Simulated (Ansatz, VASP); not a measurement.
## ZnSe (Stilleite): VASP beside Ansatz

```
CELL_PARAMETERS angstrom
0.00000 2.81698 2.81698
2.81698 0.00000 2.81698
2.81698 2.81698 0.00000
ATOMIC_POSITIONS crystal
Zn 0.00000 0.00000 0.00000
Se 0.25000 0.25000 0.25000
```

Alike in both runs: functional PBEsol; k mesh 6 × 6 × 6; no spin polarisation.

Ansatz relaxed the structure, and its values are those at the end. VASP's run is a single point on that final structure, the one shown.

|  | VASP | Ansatz |
| --- | --- | --- |
| version | VASP 6.6.1 | Ansatz 0.2.0 |
| potentials or method | VASP PAW PBE potentials, release 64 (Zn, Se) | plane waves, PAW |
| plane-wave cutoff (eV) | 520 | 420 |
| occupations | gaussian, width 0.01 eV | fixed |
| valence electrons in the cell | 18 | 28 |

|  | VASP | Ansatz | Ansatz less VASP |
| --- | --- | --- | --- |
| pressure (GPa) | 0.3 | 0.0 | -0.28 |

The two sets of potentials don't hold the same shells in valence.

Caveats: the PAW data sets were made with another functional, which shifts forces and pressure a little (VASP).
